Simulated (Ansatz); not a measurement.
**Structure relaxation of Zr**

These are results of DFT r2SCAN, scalar-relativistic, plane waves, PAW (Ansatz 0.2.0), not measurements. Cutoff 500 eV, Γ-centred k mesh, Gaussian smearing, no spin polarisation in the final step.

Zr was placed on the iodine structure type (Cmce, No. 64), at a guessed volume.

```
CELL_PARAMETERS angstrom
3.02467 -1.99908 0.00000
3.02467 1.99908 0.00000
0.00000 0.00000 8.15473
ATOMIC_POSITIONS crystal
Zr 0.85000 0.15000 0.11700
Zr 0.65000 0.35000 0.61700
Zr 0.15000 0.85000 0.88300
Zr 0.35000 0.65000 0.38300
```

Cell and atoms relax at zero pressure; the relaxation can't lower the symmetry of the start. After a coarse first stage the cell is made exact in the group found at 0.06 Å.

Energies count from the standard state of Zr at the same level.

Task: What does it relax into?

Result: It ends in Fm-3m (No. 225). The result has the fcc structure. Conventional cell: a = 4.535 Å. Zr has 12 Zr at 3.21 Å.

```xyz
1
Lattice="0.0000 2.2677 2.2677 2.2677 0.0000 2.2677 2.2677 2.2677 0.0000" Properties=species:S:1:pos:R:3 pbc="T T T"
Zr    0.0000    0.0000    0.0000
```

Task: What are its volume, energy, density and gap?

Result: The volume per atom is 23.32 Å³, the density is 6.50 g/cm³ and the energy over the standard structure is 0.06 eV/atom. The gap on the 22×22×22 mesh is 0 eV (a metal).

The final run used a 22×22×22 mesh on its 1-atom cell and 0.10 eV smearing. For metals, differences of a few meV/atom aren't resolved. A structure relaxed within its symmetry needn't be a true minimum.